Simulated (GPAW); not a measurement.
**BaTe in GPAW: convergence with k mesh**

The system is BaTe.

```
Ba Te
1.0
     0.00000    3.41000    3.41000
     3.41000    0.00000    3.41000
     3.41000    3.41000    0.00000
Ba Te
1 1
Direct
  0.00000 0.00000 0.00000
  0.50000 0.50000 0.50000
```

- Program: GPAW 26.7.0
- Task: convergence study
- Functional: PBE
- Potentials or basis: GPAW PAW data sets (gpaw-data 1.2.1)
- Cutoff: 600 eV
- Basis: pw
- k mesh: 2 × 2 × 2
- Occupations: fermi-dirac, width 0.05 eV
- Spin: no spin polarisation

These are the settings of the first run; the series varies k mesh, with any setting tied to it.

Hardware: 1 thread of Intel(R) Xeon(R) Platinum 8488C (Sapphire Rapids), with other jobs on the host.

| k mesh | energy less the tightest run, at zero smearing (meV/atom) | pressure (GPa) | gap on the mesh (eV) | SCF cycles | CPU time (s) | peak memory (GiB) |
| --- | --- | --- | --- | --- | --- | --- |
| 2 × 2 × 2 | 261.23 | 6.25 | 1.190 | 9 | 4.2 | 0.16 |
| 3 × 3 × 3 | 31.21 | 4.42 | 1.599 | 9 | 4.7 | 0.16 |
| 4 × 4 × 4 | 6.31 | 4.15 | 1.347 | 9 | 6.2 | 0.16 |
| 5 × 5 × 5 | 1.48 | 4.08 | 1.453 | 9 | 7.2 | 0.17 |
| 6 × 6 × 6 | 0.39 | 4.06 | 1.355 | 10 | 10 | 0.17 |
| 8 × 8 × 8 | 0.03 | 4.05 | 1.356 | 10 | 17 | 0.19 |
| 9 × 9 × 9 | 0.00 | 4.05 | 1.387 | 10 | 19 | 0.2 |

Against the tightest run, the energy stays within 1 meV/atom from 6 × 6 × 6 on; the pressure stays within 0.1 GPa from 4 × 4 × 4 on. Not settled before the last step: the gap on the mesh (to 0.01 eV). Meshes of other sizes hit other points, so gaps and Fermi surfaces needn't settle smoothly. The tightest run that finished is the yardstick and may itself not be fully converged.

Caveat, for the tightest run too: spin-orbit coupling is left out, which moves the levels of the heavy elements; an odd mesh through Γ misses points on the zone boundary, where band edges often lie.
